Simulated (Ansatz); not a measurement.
# TiO2: the cost of one run

Program: Ansatz 0.2.0. Level of theory: DFT PBE, scalar-relativistic, plane waves, PAW. These are calculated values, not measurements.

## Step 1: The structure to begin with

It takes space group C2/c (No. 15, monoclinic). The conventional cell has a = 5.412 Å, b = 5.413 Å, c = 5.472 Å, α = 90.00°, β = 118.77°, γ = 90.00°. Around Ti (site symmetry 2) lie 6 O at 1.93 to 2.00 Å. O (site symmetry 1) is surrounded by 3 Ti at 1.93 to 2.00 Å.

Cell or atoms stand a little off a more symmetric structure (I4_1/amd at a tolerance of 0.3 Å), so results at this geometry aren't those of that ideal crystal.

As a file:

```cif
data_structure
_symmetry_space_group_name_H-M 'P 1'
_symmetry_Int_Tables_number 1
_cell_length_a 7.6972
_cell_length_b 7.6972
_cell_length_c 10.8241
_cell_angle_alpha 69.993
_cell_angle_beta 69.993
_cell_angle_gamma 89.382
_cell_volume 562.11
loop_
_atom_site_label
_atom_site_type_symbol
_atom_site_fract_x
_atom_site_fract_y
_atom_site_fract_z
_atom_site_occupancy
Ti1 Ti 0.69205 0.05795 0.25000 1
Ti2 Ti 0.19206 0.55795 0.25000 1
Ti3 Ti 0.44205 0.30795 0.50000 1
Ti4 Ti 0.94205 0.80795 0.50000 1
Ti5 Ti 0.19206 0.55795 0.75000 1
Ti6 Ti 0.69205 0.05795 0.75000 1
Ti7 Ti 0.94205 0.80795 0.00000 1
Ti8 Ti 0.44205 0.30795 0.00000 1
Ti9 Ti 0.80795 0.44205 0.25000 1
Ti10 Ti 0.30795 0.94205 0.25000 1
Ti11 Ti 0.55795 0.69205 0.50000 1
Ti12 Ti 0.05795 0.19206 0.50000 1
Ti13 Ti 0.30795 0.94205 0.75000 1
Ti14 Ti 0.80795 0.44205 0.75000 1
Ti15 Ti 0.05795 0.19205 0.00000 1
Ti16 Ti 0.55795 0.69205 0.00000 1
O1 O 0.72704 0.60581 0.10499 1
O2 O 0.22704 0.10581 0.10499 1
O3 O 0.47704 0.85581 0.35499 1
O4 O 0.97704 0.35581 0.35499 1
O5 O 0.22704 0.10581 0.60499 1
O6 O 0.72704 0.60581 0.60499 1
O7 O 0.97704 0.35581 0.85499 1
O8 O 0.47704 0.85581 0.85499 1
O9 O 0.77296 0.89419 0.39501 1
O10 O 0.27296 0.39419 0.39501 1
O11 O 0.52296 0.14419 0.64501 1
O12 O 0.02296 0.64419 0.64501 1
O13 O 0.27296 0.39419 0.89501 1
O14 O 0.77296 0.89419 0.89501 1
O15 O 0.02296 0.64419 0.14501 1
O16 O 0.52296 0.14419 0.14501 1
O17 O 0.64419 0.52296 0.39501 1
O18 O 0.14419 0.02296 0.39501 1
O19 O 0.39419 0.77296 0.64501 1
O20 O 0.89419 0.27296 0.64501 1
O21 O 0.14419 0.02296 0.89501 1
O22 O 0.64419 0.52296 0.89501 1
O23 O 0.89419 0.27296 0.14501 1
O24 O 0.39419 0.77296 0.14501 1
O25 O 0.85581 0.97704 0.10499 1
O26 O 0.35581 0.47704 0.10499 1
O27 O 0.60581 0.22704 0.35499 1
O28 O 0.10581 0.72704 0.35499 1
O29 O 0.35581 0.47704 0.60499 1
O30 O 0.85581 0.97704 0.60499 1
O31 O 0.10581 0.72704 0.85499 1
O32 O 0.60581 0.22704 0.85499 1
```

The runs take a perfect supercell of 48 atoms; the defect goes to fractional position (0.917, 0.583, 0.500).

## Step 2: The perfect supercell

input.yaml reads:

```yaml
crystal:
  lattice:
    - [2.633531, -5.41331, -4.796637]
    - [2.633531, 5.41331, -4.796637]
    - [10.824136, 0.0, 0.0]
  atoms:
    - { symbol: Ti, position: [0.692055, 0.057945, 0.25] }
    - { symbol: Ti, position: [0.192055, 0.557945, 0.25] }
    - { symbol: Ti, position: [0.442055, 0.307945, 0.5] }
    - { symbol: Ti, position: [0.942055, 0.807945, 0.5] }
    - { symbol: Ti, position: [0.192055, 0.557945, 0.75] }
    - { symbol: Ti, position: [0.692055, 0.057945, 0.75] }
    - { symbol: Ti, position: [0.942055, 0.807945, 0.0] }
    - { symbol: Ti, position: [0.442055, 0.307945, 0.0] }
    - { symbol: Ti, position: [0.807945, 0.442055, 0.25] }
    - { symbol: Ti, position: [0.307945, 0.942055, 0.25] }
    - { symbol: Ti, position: [0.557945, 0.692055, 0.5] }
    - { symbol: Ti, position: [0.057945, 0.192055, 0.5] }
    - { symbol: Ti, position: [0.307945, 0.942055, 0.75] }
    - { symbol: Ti, position: [0.807945, 0.442055, 0.75] }
    - { symbol: Ti, position: [0.057945, 0.192055, 0.0] }
    - { symbol: Ti, position: [0.557945, 0.692055, 0.0] }
    - { symbol: O, position: [0.727042, 0.605809, 0.104994] }
    - { symbol: O, position: [0.227042, 0.105809, 0.104994] }
    - { symbol: O, position: [0.477042, 0.855809, 0.354994] }
    - { symbol: O, position: [0.977042, 0.355809, 0.354994] }
    - { symbol: O, position: [0.227042, 0.105809, 0.604994] }
    - { symbol: O, position: [0.727042, 0.605809, 0.604994] }
    - { symbol: O, position: [0.977042, 0.355809, 0.854994] }
    - { symbol: O, position: [0.477042, 0.855809, 0.854994] }
    - { symbol: O, position: [0.772958, 0.894191, 0.395006] }
    - { symbol: O, position: [0.272958, 0.394191, 0.395006] }
    - { symbol: O, position: [0.522958, 0.144191, 0.645006] }
    - { symbol: O, position: [0.022958, 0.644191, 0.645006] }
    - { symbol: O, position: [0.272958, 0.394191, 0.895006] }
    - { symbol: O, position: [0.772958, 0.894191, 0.895006] }
    - { symbol: O, position: [0.022958, 0.644191, 0.145006] }
    - { symbol: O, position: [0.522958, 0.144191, 0.145006] }
    - { symbol: O, position: [0.644191, 0.522958, 0.395006] }
    - { symbol: O, position: [0.144191, 0.022958, 0.395006] }
    - { symbol: O, position: [0.394191, 0.772958, 0.645006] }
    - { symbol: O, position: [0.894191, 0.272958, 0.645006] }
    - { symbol: O, position: [0.144191, 0.022958, 0.895006] }
    - { symbol: O, position: [0.644191, 0.522958, 0.895006] }
    - { symbol: O, position: [0.894191, 0.272958, 0.145006] }
    - { symbol: O, position: [0.394191, 0.772958, 0.145006] }
    - { symbol: O, position: [0.855809, 0.977042, 0.104994] }
    - { symbol: O, position: [0.355809, 0.477042, 0.104994] }
    - { symbol: O, position: [0.605809, 0.227042, 0.354994] }
    - { symbol: O, position: [0.105809, 0.727042, 0.354994] }
    - { symbol: O, position: [0.355809, 0.477042, 0.604994] }
    - { symbol: O, position: [0.855809, 0.977042, 0.604994] }
    - { symbol: O, position: [0.105809, 0.727042, 0.854994] }
    - { symbol: O, position: [0.605809, 0.227042, 0.854994] }
basis:
  ecutwfc: 420
  fft_grid_basis: typed
kpoints:
  mp_grid: { grid: [2, 2, 1] }
hamiltonian:
  xc: pbe
  pseudopotentials: { kind: paw }
scf:
  occupations: { method: gaussian, width: 0.05 }
output:
  forces: true
  stress: false
  eigenvalues: true
  bader: false
  write_density: true
  volumetric_format: npy
```

Launch:

```
ansatz run input.yaml --threads 4 --pin off --max-ram 10240MiB --backend cpu --events-out ev --progress --plain --runs-dir out
```

**Question.** How long does this run take on 4 threads of AMD EPYC 9R45 (Zen 5), shared host, and how much memory does it need?

About 2.2 s, with a peak of 2.1 GiB.
